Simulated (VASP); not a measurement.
**PbS in VASP: how settings move the PBE single point**

Aim: see what changed inputs do to the PBE single point of rocksalt PbS, under +2.0 % biaxial strain in x and y, free along z.

Code: VASP 6.6.1. PAW datasets, plane waves. Calculated at 0 K for a non-magnetic cell.

### Step 1. Starting point

The cell comes from an earlier relaxation with r2SCAN in another program, then strained, with the atoms relaxed again.

It is tetragonal, I4/mmm (No. 139); conventional cell a = 4.309 Å, c = 5.944 Å, 27.59 Å³ an atom. Pb has 6 S at 2.97–3.05 Å; S has 6 Pb at 2.97–3.05 Å.

The structure in full:

```xyz
2
Lattice="0.0000 3.0470 2.9722 3.0470 0.0000 2.9722 3.0470 3.0470 0.0000" Properties=species:S:1:pos:R:3 pbc="T T T"
Pb    0.0000    0.0000    0.0000
S     3.0470    3.0470    2.9722
```

### Step 2. Baseline

File INCAR:

```
ENCUT = 520.000000
SIGMA = 0.020000
EDIFF = 1.00e-07
GGA = PE
PREC = Accurate
IBRION = -1
ISIF = 2
ISMEAR = -1
NBANDS = 17
NELM = 120
NSW = 0
LASPH = .TRUE.
LCHARG = .FALSE.
LWAVE = .FALSE.
LREAL = .FALSE.
```

File KPOINTS:

```
KPOINTS created by Atomic Simulation Environment
0
Gamma
8 8 8
0 0 0
```

File POSCAR:

```
Pb S
 1.0000000000000000
     0.0000000000000000    3.0469773296999998    2.9721562628000000
     3.0469773296999998    0.0000000000000000    2.9721562628000000
     3.0469773296999998    3.0469773296999998    0.0000000000000000
 Pb  S
   1   1
Cartesian
  0.0000000000000000  0.0000000000000000  0.0000000000000000
  3.0469773296999993  3.0469773296999993  2.9721562628000000
```

A file KPOINTS_OPT adds named points for the levels; it doesn't enter the self-consistent loop.

Potentials: the recommended PBE PAW datasets, 20 valence electrons.

Command:

```sh
mpirun -np 1 vasp_std
```

### Step 3. Altered input 1

Changes to INCAR since step 2:

```diff
@@ -9,3 +9,2 @@
 NBANDS = 17
-NELM = 120
 NSW = 0
@@ -15 +14,2 @@
 LREAL = .FALSE.
+NELM = 83
```

File KPOINTS:

```
KPOINTS created by Atomic Simulation Environment
0
Monkhorst-Pack
8 8 8
0 0 0
```

POSCAR is that of step 2.

### Step 4. Altered input 2

Changes to INCAR since step 2:

```diff
@@ -11,3 +11,2 @@
 NSW = 0
-LASPH = .TRUE.
 LCHARG = .FALSE.
@@ -15 +14,2 @@
 LREAL = .FALSE.
+LASPH = .FALSE.
```

KPOINTS is that of step 2.

POSCAR is that of step 2.

### Step 5. Altered input 3

File INCAR:

```
EDIFF = 1.00e-07
GGA = PE
PREC = Accurate
IBRION = -1
ISIF = 2
NBANDS = 17
NELM = 120
NSW = 0
LASPH = .TRUE.
LCHARG = .FALSE.
LWAVE = .FALSE.
LREAL = .FALSE.
ISMEAR = -5
SIGMA = 0.01
ENCUT = 300
IVDW = 12
```

KPOINTS is that of step 2.

POSCAR is that of step 2.

Q: Predict the outcome of this session. Wanted: for each run, changed; ending; energy change; pressure; electronic steps; usable.

**Answer**, as computed:

| run | changed | ending | energy change (meV/atom) | pressure (GPa) | gap on the mesh (eV; negative: overlap) | electronic steps | time | usable |
| --- | --- | --- | --- | --- | --- | --- | --- | --- |
| ref. | – | converged | 0 | -0.9 | 0.54 | 13 | 31 s | yes |
| 1 | NELM = 83, shifted mesh | converged | 0.2 | -0.9 | 0.93 | 13 | 92 s | yes |
| 2 | LASPH = .FALSE. | converged | 0.0 | -0.9 | 0.54 | 13 | 32 s | yes |
| 3 | ISMEAR = -5, SIGMA = 0.01, ENCUT = 300, IVDW = 12 | converged | – | -3.2 | 0.54 | 13 | 11 s | no |

**Reading.** Of 3 altered inputs, 1 ended normally on a faulty or unsound input, 2 gave usable results. Among the usable ones with comparable energies, «NELM = 83, shifted mesh» moves the energy most, by 0.2 meV/atom.

Spin-orbit coupling is left out, though the cell holds Pb; it can move the gap.
